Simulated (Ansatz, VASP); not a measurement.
**One calculation of CsI, two programs**

File INCAR:

```
SYSTEM = CsI
PREC = Accurate
ENCUT = 520
EDIFF = 1E-6
ISMEAR = 0
SIGMA = 0.1
LREAL = .False.
LASPH = .True.
NELM = 60
ALGO = Normal
ISIF = 2
LWAVE = .False.
LCHARG = .False.
GGA = CA
NBANDS = 15
```

The input KPOINTS:

```
regular mesh
0
Gamma
  4 4 4
  0 0 0
```

Contents of POSCAR:

```
CsI
1.0
    4.5667000000      0.0000000000      0.0000000000
    0.0000000000      4.5667000000      0.0000000000
    0.0000000000      0.0000000000      4.5667000000
Cs I
1 1
Direct
    0.0000000000      0.0000000000      0.0000000000
    0.5000000000      0.5000000000      0.5000000000
```

Input for Ansatz:

```yaml
crystal:
  lattice:
    - [4.5667, 0.0, 0.0]
    - [0.0, 4.5667, 0.0]
    - [0.0, 0.0, 4.5667]
  atoms:
    - { symbol: Cs, position: [0.0, 0.0, 0.0] }
    - { symbol: I, position: [0.5, 0.5, 0.5] }
basis:
  ecutwfc: 420
kpoints:
  mp_grid: { grid: [4, 4, 4] }
hamiltonian:
  xc: lda
scf:
  occupations: { method: gaussian, width: 0.1 }
output:
  forces: true
  stress: true
  eigenvalues: true
```

Alike in both runs: task single point; functional LDA; k mesh 4 × 4 × 4; occupations gaussian, width 0.1 eV; no spin polarisation.

|  | VASP | Ansatz |
| --- | --- | --- |
| version | VASP 6.6.1 | Ansatz 0.2.0 |
| potentials or method | VASP PAW LDA potentials, release 64 (Cs_sv, I) | scalar-relativistic, plane waves, PAW |
| plane-wave cutoff (eV) | 520 | 420 |
| valence electrons in the cell | 16 | 26 |

Ansatz gave:

| Property | Result |
| --- | --- |
| gap on the k mesh at the Fermi level (eV) | 3.53 |
| least direct gap on the mesh (eV) | 3.62 |
| pressure (GPa) | -1.4 |

**Question.** Which values does VASP return?

**Answer.** gap on the k mesh at the Fermi level (eV): 3.53; least direct gap on the mesh (eV): 3.63; pressure (GPa): -1.3.

The two sets of potentials don't hold the same shells in valence.

Caveats: spin-orbit coupling is left out, which moves the levels of the heavy elements. Expect the measured gap to be larger: semilocal functionals such as LDA lack the derivative discontinuity. A k mesh can miss the band edges.
